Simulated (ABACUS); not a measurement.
The system is LiH.

```
Li H
1.0
     0.00000    2.03675    2.03675
     2.03675    0.00000    2.03675
     2.03675    2.03675    0.00000
Li H
1 1
Cartesian
  0.0000 0.0000 0.0000
  2.0368 2.0368 2.0368
```

| Item | Value |
| --- | --- |
| Program | ABACUS 3.10.1 |
| Task | single point |
| Functional | PBE |
| Potentials or basis | PseudoDojo NC SR 0.4.1 PBE standard |
| Cutoff | 1007 eV |
| Density cutoff | 4027 eV |
| Basis | plane waves |
| k mesh | 11 × 11 × 11 |
| Occupations | fermi-dirac, width 0.05 eV |
| Spin | no spin polarisation |

On this cell: pressure -1.7 GPa; largest force zero by symmetry; band gap on the k mesh 3.21 eV, direct.

The same run follows on a disturbed copy (atoms moved at random, drawn with an rms of 0.05 Å):

```
Li H
1.0
     0.00000    2.03675    2.03675
     2.03675    0.00000    2.03675
     2.03675    2.03675    0.00000
Li H
1 1
Direct
  0.01223 0.99611 0.00039
  0.49669 0.49811 0.50465
```

What does the disturbed cell give?

The energy moves by +0.3 meV/atom; pressure -1.7 GPa; largest force 0.035 eV/Å; band gap on the k mesh 3.21 eV, direct.

Forces on the atoms (eV/Å):
```
Li   0.012 -0.021 -0.026
H   -0.012  0.021  0.026
```

Caveats: an odd mesh through Γ misses points on the zone boundary, where band edges often lie.
